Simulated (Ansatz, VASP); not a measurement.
# BeS: VASP beside Ansatz

```
CELL_PARAMETERS angstrom
0.00000 2.31730 2.31730
2.31730 0.00000 2.31730
2.31730 2.31730 0.00000
ATOMIC_POSITIONS crystal
Be 0.00000 0.00000 0.00000
S 0.50000 0.50000 0.50000
```

Alike in both runs: task single point; functional r2SCAN; k mesh 6 × 6 × 6; occupations methfessel-paxton of order 1, width 0.2 eV; no spin polarisation.

```csv
,VASP,Ansatz
version,VASP 6.6.1,Ansatz 0.2.0
potentials or method,"VASP PAW PBE potentials, release 64 (Be, S)",plane waves
plane-wave cutoff (eV),520,500
valence electrons in the cell,8,8
```

```csv
,VASP,Ansatz,Ansatz less VASP
pressure (GPa),0.1,0.2,+0.12
```

With one functional, cell and mesh, what is left measures potentials, basis and numerics.

Caveats: the PAW data sets were made with another functional, which shifts forces and pressure a little (VASP). A k mesh can miss the band edges. r2SCAN opens gaps a little over a GGA but as a rule still falls short of measured ones.
